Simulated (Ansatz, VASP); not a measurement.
**Two plane-wave programs on Pt**

```
Pt
1.0
    -1.51606    1.51606    1.51606
     1.51606   -1.51606    1.51606
     1.51606    1.51606   -1.51606
Pt
1
Direct
  0.00000 0.00000 0.00000
```

Change from the starting cell: volume scaled by 0.88, PAW files.

Alike in both runs: task single point; functional PBE; k mesh 17 × 17 × 17; occupations fermi-dirac, width 0.08 eV; no spin polarisation.

|  | VASP | Ansatz |
| --- | --- | --- |
| version | VASP 6.6.1 | Ansatz 0.2.0 |
| potentials or method | VASP PAW PBE potentials, release 64 (Pt) | PAW with Ansatz's default frozen-core files, scalar-relativistic |
| plane-wave cutoff (eV) | 520 | 420 |
| valence electrons in the cell | 10 | 18 |

VASP gave:

```
pressure (GPa) : 42.2
```

Question: Estimate Ansatz's values.

Answer: Pressure (GPa): 42.8.

The two sets of potentials don't hold the same shells in valence.

Caveats: so large a pressure means that the cell lies far from this level's equilibrium, or that cutoff or potentials fall short (VASP). The runs have no spin-orbit coupling, so splittings on Pt are missing.
